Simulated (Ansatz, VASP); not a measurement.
# Two plane-wave programs on Pt

```
Pt
1.0
     2.53550    0.00000    0.00000
     0.00000    2.53550    0.00000
     0.00000    0.00000    2.53550
Pt
1
Direct
  0.00000 0.00000 0.00000
```

Alike in both runs: task single point; functional LDA; k mesh 14 × 14 × 14; occupations fermi-dirac, width 0.1 eV; no spin polarisation.

|  | VASP | Ansatz |
| --- | --- | --- |
| version | VASP 6.6.1 | Ansatz 0.2.0 |
| potentials or method | VASP PAW LDA potentials, release 64 (Pt) | plane waves (420 eV) with PAW, scalar-relativistic |
| plane-wave cutoff (eV) | 520 | 420 |
| valence electrons in the cell | 10 | 18 |

Ansatz gave:

| Quantity | Value |
| --- | --- |
| pressure (GPa) | 10.6 |

Estimate VASP's values.

pressure (GPa): 11.1.

The two sets of potentials don't hold the same shells in valence. Ansatz warned: «pseudo_functional_mismatch».

The runs have no spin-orbit coupling, so splittings on Pt are missing.
